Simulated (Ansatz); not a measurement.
## One structure, 3 elements: SiO2, SnO2, PbO2

Plane-wave DFT in Ansatz with scalar-relativistic PAW potentials, cutoff 420 eV, Γ-centred meshes chosen by cell and gap, Gaussian smearing with energies taken to zero width. Every cell was relaxed (cell and atoms) in a run of its own, within the symmetry of its start. Functional: PBE.

All members share space group Pbcn and the same sites; only the element on one set of sites changes (Si, Sn, Pb). Members needn't be the stable form of their composition. Energies over the elements, where given, are against the elements' standard states in the same functional (H₂, N₂, O₂ and halogens uncorrected, Hg as a solid). The first member:

Space group Pbcn (No. 60). a = 4.115 Å, b = 5.082 Å, c = 4.526 Å, α = 90.00°, β = 90.00°, γ = 90.00°
```
atom site symmetry x y z
  Si    4c       .2.  0.5000  0.3481  0.7500
   O    8d         1  0.2691  0.6176  0.5799
```

Q: How do size, gap and binding change down the group?

A:
| compound | V (Å³/atom) | a (Å) | b (Å) | c (Å) | gap on mesh (eV) | energy over elements (eV/atom) |
| --- | --- | --- | --- | --- | --- | --- |
| SiO2 | 7.89 | 4.115 | 5.082 | 4.526 | 5.28 | -2.530 |
| SnO2 | 12.33 | 4.789 | 5.824 | 5.306 | 1.00 | -1.594 |
| PbO2 | 14.38 | 5.103 | 6.067 | 5.571 | 0.00 | -0.788 |

Over the series the volume grows at each step down the group; a gap opens only for Si, Sn (gaps under about 0.1 eV aren't resolved; a zero can be real, or an error of the semilocal functional, which closes small gaps); binding against the elements weakens.

Spin-orbit coupling is left out, which matters for the bands of heavy elements. For Tl, Pb and Bi spin-orbit coupling shifts energies too.